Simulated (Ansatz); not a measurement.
Level of theory: Ansatz, DFT PBE, scalar-relativistic, plane waves, PAW. All cells share a 420 eV cutoff and Γ-centred k meshes spaced at most about 0.3 Å⁻¹ (about 0.25 or finer for metals, 2π included). No spin polarisation.

These are static total energies at zero pressure.

Question: Order these relaxed structures of Ti2C5 by energy, lowest first, with the energy over the lowest of them.
1.

```
CELL_PARAMETERS angstrom
6.26586 -1.31790 0.00000
6.26586 1.31790 0.00000
-0.76554 0.00000 4.27061
ATOMIC_POSITIONS crystal
Ti 0.58132 0.58132 0.79870
Ti 0.41868 0.41868 0.20130
C 0.24353 0.24353 0.91238
C 0.25045 0.25045 0.57864
C 0.75647 0.75647 0.08762
C 0.74955 0.74955 0.42136
C 0.00000 0.00000 0.00000
```

2.

```
CELL_PARAMETERS angstrom
3.25898 0.00000 0.00000
-1.62949 2.82236 0.00000
0.00000 0.00000 9.83320
ATOMIC_POSITIONS crystal
Ti 0.66667 0.33333 0.85608
Ti 0.66667 0.33333 0.14392
C 0.00000 0.00000 0.23458
C 0.00000 0.00000 0.76542
C 0.00000 0.00000 0.50000
C 0.00000 0.00000 0.36966
C 0.00000 0.00000 0.63034
```

3.

```
CELL_PARAMETERS angstrom
2.69782 0.00000 0.00000
-1.34891 2.33638 0.00000
0.00000 0.00000 10.63103
ATOMIC_POSITIONS crystal
Ti 0.33333 0.66667 0.12241
Ti 0.66667 0.33333 0.87759
C 0.00000 0.00000 0.30366
C 0.66667 0.33333 0.30001
C 0.00000 0.00000 0.69634
C 0.33333 0.66667 0.69999
C 0.00000 0.00000 0.00000
```

Answer: 3 (0 meV/atom), 1 (44 meV/atom), 2 (355 meV/atom). Forms: cell 3 P-3m1; cell 1 C2/m; cell 2 P-6m2. Counting C atoms around Ti (those within 1.25 times the shortest such distance or 1.15 times the sum of covalent radii, 1.27 where that leaves under three; a plus sign parts nearer from farther groups): cell 3 has Ti 3+6; cell 1 has Ti 2+3; cell 2 has Ti 3. Cell 3 holds C–C nets (shortest 1.56 Å); cell 1 holds C–C nets (shortest 1.47 Å); cell 2 holds C–C units of three or more atoms (shortest 1.28 Å). All come from invented guesses. Even the lowest of the cells shown lies +0.17 eV/atom against the elements.

Cells relaxed within their symmetry can be saddle points. Some types were kept out of the candidates beforehand, so the set may lack a known form.
